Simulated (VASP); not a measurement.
A run of VASP 6.6.1 is set up as follows.

The input INCAR:

```
SYSTEM = Bi
PREC = Accurate
ENCUT = 520
EDIFF = 1E-7
ISMEAR = 0
SIGMA = 0.1
LREAL = .FALSE.
LASPH = .TRUE.
NELM = 100
ALGO = Fast
ISIF = 2
LWAVE = .FALSE.
LCHARG = .FALSE.
GGA = PE
NBANDS = 22
```

The input KPOINTS:

```
regular mesh
0
G
  6 6 4
  0 0 0
```

POSCAR

```
Bi
1.0
    3.2383762460      0.0000000000      0.0000000000
    0.0000000000      3.2216433200      0.0000000000
   -0.0804548793      0.0000000000      6.4438887882
Bi
2
Direct
    0.4557527500      0.0000000000      0.2504221100
    0.5442472500      0.0000000000      0.7495778900
```

Potentials or basis: VASP PAW PBE potentials, release 64 (Bi_d).

The run is started by

```console
$ cat potpaw_PBE.64/Bi_d/POTCAR > POTCAR
$ mpirun -np 1 vasp_std > vasp.out
```

Q: Estimate the pressure.

A: 2.3 GPa.

Q: Estimate the largest force.

A: 0.035 eV/Å.

Q: Predict the band gap on the k mesh.

A: None (metal or under the smearing width).

Stress tensor (GPa, compression positive):
```
0.20 0.00 0.00
0.00 0.59 0.00
0.00 0.00 6.23
```

Caveat: spin-orbit coupling is left out, which moves the levels of the heavy elements.
